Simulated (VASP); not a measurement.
# SnTe (Fm-3m) in VASP: band structure with PBE

Aim: the band structure of SnTe with PBE.

Program: VASP 6.6.1. These are calculated values, not measurements. Logs are shortened: lines on timing, memory, paths and dates and some standing lists are left out, and cuts for length are marked.

## Step 1: The structure

The structure is cubic, space group Fm-3m (No. 225). Conventional cell: a = 6.805 Å, b = 6.805 Å, c = 6.805 Å, α = 90.00°, β = 90.00°, γ = 90.00°. Sn (site symmetry m-3m) is surrounded by 6 Te at 3.40 Å. Te (site symmetry m-3m) is surrounded by 6 Sn at 3.40 Å.

## Step 2: Band structure, PBE

POSCAR reads:

```
SnTe                                    
1.0
   -0.0000000000      3.4023810498      3.4023810498
    3.4023810498      0.0000000000      3.4023810498
    3.4023810498      3.4023810498      0.0000000000
  Sn              Te            
     1     1
Direct
     1.0000000000000000    1.0000000000000000    0.0000000000000000
     0.5000000000000000    0.5000000000000000    0.5000000000000000
```

INCAR.step1 reads:

```
ALGO = Fast
EDIFF = 1E-7
ENCUT = 520
GGA = PE
ISIF = 2
ISMEAR = 0
LASPH = T
LCHARG = T
LREAL = F
LWAVE = F
NELM = 100
PREC = Accurate
SIGMA = 0.02
```

KPOINTS.step1 reads:

```
k-points
0
Gamma
  2 2 2
```

INCAR.step2 reads:

```
ALGO = Fast
EDIFF = 1E-7
ENCUT = 520
GGA = PE
ICHARG = 11
ISIF = 2
ISMEAR = 0
LASPH = T
LCHARG = F
LREAL = F
LWAVE = F
NELM = 100
PREC = Accurate
SIGMA = 0.05
```

KPOINTS.step2 reads:

```
path GXWKGLUWLK,UX
10
line-mode
reciprocal
 0.0000000000  0.0000000000  0.0000000000  G
 0.5000000000  0.0000000000  0.5000000000  X

 0.5000000000  0.0000000000  0.5000000000  X
 0.5000000000  0.2500000000  0.7500000000  W

 0.5000000000  0.2500000000  0.7500000000  W
 0.3750000000  0.3750000000  0.7500000000  K

 0.3750000000  0.3750000000  0.7500000000  K
 0.0000000000  0.0000000000  0.0000000000  G

 0.0000000000  0.0000000000  0.0000000000  G
 0.5000000000  0.5000000000  0.5000000000  L

 0.5000000000  0.5000000000  0.5000000000  L
 0.6250000000  0.2500000000  0.6250000000  U

 0.6250000000  0.2500000000  0.6250000000  U
 0.5000000000  0.2500000000  0.7500000000  W

 0.5000000000  0.2500000000  0.7500000000  W
 0.5000000000  0.5000000000  0.5000000000  L

 0.5000000000  0.5000000000  0.5000000000  L
 0.3750000000  0.3750000000  0.7500000000  K

 0.6250000000  0.2500000000  0.6250000000  U
 0.5000000000  0.0000000000  0.5000000000  X
```

Potentials or basis: VASP PAW PBE potentials, release 64 (Sn_d, Te).

On the command line:

```bash
$ cat potpaw_PBE.64/Sn_d/POTCAR potpaw_PBE.64/Te/POTCAR > POTCAR
$ cp INCAR.step1 INCAR
$ cp KPOINTS.step1 KPOINTS
$ mpirun -np 1 vasp_std > vasp.out
$ cp INCAR.step2 INCAR
$ cp KPOINTS.step2 KPOINTS
$ mpirun -np 1 vasp_std > vasp.out
```

OUTCAR:

```text
EDIFF = 1E-7
   ENCUT = 520
   GGA = PE
   ICHARG = 11
   ISIF = 2
   ISMEAR = 0
   LASPH = T
   LREAL = F
   NELM = 100
   PREC = Accurate

 ion  position               nearest neighbor table
   1  0.000  0.000  0.000-   2 3.40   2 3.40   2 3.40   2 3.40   2 3.40   2 3.40
   2  0.500  0.500  0.500-   1 3.40   1 3.40   1 3.40   1 3.40   1 3.40   1 3.40

  LATTYP: Found a face centered cubic cell.
 ALAT       =     6.8047620996

  Lattice vectors:

 A1 = (   0.0000000000,   3.4023810498,   3.4023810498)
 A2 = (   3.4023810498,   0.0000000000,   3.4023810498)
 A3 = (   3.4023810498,   3.4023810498,   0.0000000000)

Analysis of symmetry for initial positions (statically):
=====================================================================
 Subroutine PRICEL returns:
 Original cell was already a primitive cell.

 Routine SETGRP: Setting up the symmetry group for a
 face centered cubic supercell.

 Subroutine GETGRP returns: Found 48 space group operations
 (whereof 48 operations were pure point group operations)
 out of a pool of 48 trial point group operations.

The static configuration has the point symmetry O_h .

Analysis of symmetry for dynamics (positions and initial velocities):
=====================================================================
 Subroutine PRICEL returns:
 Original cell was already a primitive cell.

 Routine SETGRP: Setting up the symmetry group for a
 face centered cubic supercell.

 Subroutine GETGRP returns: Found 48 space group operations
 (whereof 48 operations were pure point group operations)
 out of a pool of 48 trial point group operations.

The dynamic configuration has the point symmetry O_h .

 Subroutine INISYM returns: Found 48 space group operations
 (whereof 48 operations are pure point group operations),
 and found     1 'primitive' translations

----------------------------------------------------------------------------------------

                                     Primitive cell

  volume of cell :      78.7733

  direct lattice vectors                    reciprocal lattice vectors
     0.000000000  3.402381050  3.402381050    -0.146955909  0.146955909  0.146955909
     3.402381050  0.000000000  3.402381050     0.146955909 -0.146955909  0.146955909
     3.402381050  3.402381050  0.000000000     0.146955909  0.146955909 -0.146955909

  length of vectors
     4.811693425  4.811693425  4.811693425     0.254535101  0.254535101  0.254535101

  position of ions in fractional coordinates (direct lattice)
[... 85 lines left out ...]
   NUPDOWN=      -1.0000    fix difference up-down
   EMIN   =  10.00;   EMAX   =-10.00  energy-range for DOS
   EFERMI =   0.00;   METHOD = LEGACY
   ISMEAR =     0;   SIGMA  =   0.05  broadening in eV -4-tet -1-fermi 0-gaus
   EFERMI_NEDOS =   21; number of points for ismear=-14 and -15
   IALGO  =     68    algorithm
   IMIX   =      4    mixing-type and parameters
     AMIX     =   0.40;   BMIX     =  1.00
     AMIX_MAG =   1.60;   BMIX_MAG =  1.00
  volume/ion in A,a.u.               =      39.39       265.79
  Fermi-wavevector in a.u.,A,eV,Ry     =   1.036633  1.958953 14.620942  1.074609
  Thomas-Fermi vector in A             =   2.171033
   LORBIT       =      0    0 simple, 1 ext, 2 COOP (PROOUT), +10 PAW based schemes
   GGA     = PE    functional components
   LHFCALC =     F    Hartree Fock is set to
   AEXX    =    0.0000 exact exchange contribution
   IVDW    =     0    specifies the selected vdW correction
   LEPSILON=     F    determine dielectric tensor
   LRPA    =     F    only Hartree local field effects (RPA)
 non-spin polarized calculation
 RMM-DIIS sequential band-by-band and
 Gauss-broadening in eV      SIGMA  =   0.05
  energy-cutoff  :      520.00
  volume of cell :       78.77
 maximum number of plane-waves:      2154
 NGX is ok and might be reduce to    36

 number of electron      20.0000001 magnetization

 Free energy of the ion-electron system (eV)
  ---------------------------------------------------
  ext. energy  EPLUGINS =         0.00000000
  ---------------------------------------------------
  free energy    TOTEN  =        -8.24577802 eV

  energy without entropy =       -8.24577601  energy(sigma->0) =       -8.24577701

 E-fermi :   4.3853     XC(G=0):  -8.4177

 val. band max:        4.2528423345   @ k =   0.5000   0.5000   0.5000
 cond. band min:       4.5178574002   @ k =   0.5000   0.5000   0.5000
 fundamental gap:      0.2650150658
 Fermi energy:         4.3853499047

 k-point     1 :       0.0000    0.0000    0.0000
  band No.  band energies     occupation
      1     -17.9072      2.00000
      2     -17.9072      2.00000
      3     -17.9072      2.00000
      4     -17.9010      2.00000
      5     -17.9010      2.00000
      6      -6.6092      2.00000
      7      -1.0930      2.00000
      8       3.0674      2.00000
      9       3.0674      2.00000
     10       3.0674      2.00000
     11       7.1917      0.00000
     12       7.1917      0.00000
     13       7.1917      0.00000
     14       9.5878      0.00000
[... 377 lines left out ...]
      1     -17.9066      2.00000
      2     -17.9054      2.00000
      3     -17.9038      2.00000
      4     -17.9036      2.00000
      5     -17.9006      2.00000
      6      -5.4894      2.00000
      7      -2.6163      2.00000
      8       0.8632      2.00000
      9       1.2865      2.00000
     10       3.5915      2.00000
     11       5.4939      0.00000
     12       8.3128      0.00000
     13       8.7979      0.00000
     14       9.4074      0.00000

 [... further k-points ...]

------------------------ aborting loop because EDIFF is reached ----------------------------------------

  FORCE on cell =-STRESS in cart. coord.  units (eV):
  Direction    XX          YY          ZZ          XY          YZ          ZX
  --------------------------------------------------------------------------------------
  -------------------------------------------------------------------------------------
  Total       -1.7730805     -1.7730805     -1.7730805      0.0000000      0.0000000      0.0000000
  in kB      -36.0628627    -36.0628627    -36.0628627      0.0000000      0.0000000      0.0000000
  external PRESSURE =     -36.0628627 kB  Pullay stress =       0.0000000 kB

 VOLUME and BASIS-vectors are now :
 -----------------------------------------------------------------------------
  energy-cutoff  :      520.00
  volume of cell :       78.77
      direct lattice vectors                 reciprocal lattice vectors
     0.000000000  3.402381050  3.402381050    -0.146955909  0.146955909  0.146955909
     3.402381050  0.000000000  3.402381050     0.146955909 -0.146955909  0.146955909
     3.402381050  3.402381050  0.000000000     0.146955909  0.146955909 -0.146955909

 POSITION                                       TOTAL-FORCE (eV/Angst)
 -----------------------------------------------------------------------------------
      0.00000      0.00000      0.00000         0.000000      0.000000      0.000000
      3.40238      3.40238      3.40238         0.000000     -0.000000      0.000000
 -----------------------------------------------------------------------------------
    total drift:                               -0.000000      0.000000      0.000000

  FREE ENERGIE OF THE ION-ELECTRON SYSTEM (eV)
  ---------------------------------------------------
  free  energy   TOTEN  =        -8.2457780184 eV

  energy  without entropy=       -8.2457760079  energy(sigma->0) =       -8.24577701
```

Run time: 83 s. Hardware: 1 thread of Intel Xeon Platinum 8259CL at 2.50GHz (Skylake/Cascade Lake), shared host; peak memory 0.28 GiB.

Results:

* Band gap on the k mesh: 0.27 eV, direct
* Band gap along the path: 0.27 eV, direct

Levels at the corners of the path, in eV from the valence-band top:
```csv
point,band 8,band 9,band 10,band 11,band 12,band 13
Γ,-1.19,-1.19,-1.19,2.94,2.94,2.94
X,-3.83,-2.42,-2.42,3.20,4.06,4.06
X,-3.83,-2.42,-2.42,3.20,4.06,4.06
W,-3.24,-3.24,-0.32,0.87,4.39,4.39
W,-3.24,-3.24,-0.32,0.87,4.39,4.39
K,-3.51,-2.01,-1.87,2.72,2.77,4.61
K,-3.51,-2.01,-1.87,2.72,2.77,4.61
Γ,-1.19,-1.19,-1.19,2.94,2.94,2.94
Γ,-1.19,-1.19,-1.19,2.94,2.94,2.94
L,-0.79,-0.79,0.00,0.27,0.66,0.66
L,-0.79,-0.79,0.00,0.27,0.66,0.66
U,-3.51,-2.01,-1.87,2.72,2.77,4.61
U,-3.51,-2.01,-1.87,2.72,2.77,4.61
W,-3.24,-3.24,-0.32,0.87,4.39,4.39
W,-3.24,-3.24,-0.32,0.87,4.39,4.39
L,-0.79,-0.79,0.00,0.27,0.66,0.66
L,-0.79,-0.79,0.00,0.27,0.66,0.66
K,-3.51,-2.01,-1.87,2.72,2.77,4.61
U,-3.51,-2.01,-1.87,2.72,2.77,4.61
X,-3.83,-2.42,-2.42,3.20,4.06,4.06
```

Caveat: the k mesh is coarse (spacing up to 0.80 Å⁻¹), so the values aren't converged; the log is that of the step along the path at fixed density, whose energy, stress, charges and moments have no meaning; spin-orbit coupling is left out, which moves the levels of the heavy elements.
